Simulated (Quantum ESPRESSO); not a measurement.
Ni:

```
Ni
1.0
     2.44802    0.00000    0.00000
    -1.22401    2.12005    0.00000
     0.00000    0.00000    4.07281
Ni
2
Direct
  0.66667 0.33333 0.75000
  0.33333 0.66667 0.25000
```

This isn't the form of Ni at room conditions, which is fcc.

| Property | Result |
| --- | --- |
| Program | Quantum ESPRESSO 7.5 |
| Task | single point |
| Functional | PBE |
| Potentials or basis | SSSP 1.3 efficiency PBE |
| Cutoff | 748 eV |
| Density cutoff | 5987 eV |
| k mesh | 12 × 12 × 7 |
| Occupations | fermi-dirac, width 0.05 eV |
| Spin | collinear spin, ferromagnetic start |
| Starting moments | [1.0, 1.0] μB |

On this cell: pressure 7.2 GPa; largest force under 0.003 eV/Å; net moment 1.34 μB per cell; site moments Ni +0.71 μB; band gap on the k mesh none (metal or under the smearing width).

The same run follows on a disturbed copy (atoms moved at random, drawn with an rms of 0.05 Å):

```
CELL_PARAMETERS angstrom
2.44802 0.00000 0.00000
-1.22401 2.12005 0.00000
0.00000 0.00000 4.07281
ATOMIC_POSITIONS crystal
Ni 0.67277 0.33548 0.75541
Ni 0.34218 0.65836 0.24447
```

What changes?

The energy (extrapolated to zero smearing) moves by +5.3 meV/atom; pressure 7.4 GPa; largest force 0.447 eV/Å; net moment 1.34 μB per cell; site moments Ni +0.71 μB; band gap on the k mesh none (metal or under the smearing width).

Forces on the atoms (eV/Å):
```
Ni   0.040 -0.043 -0.443
Ni  -0.040  0.043  0.443
```

Stress tensor (GPa, compression positive):
```
 9.08 -0.34 -0.11
-0.34  8.33  0.11
-0.11  0.11  4.77
```
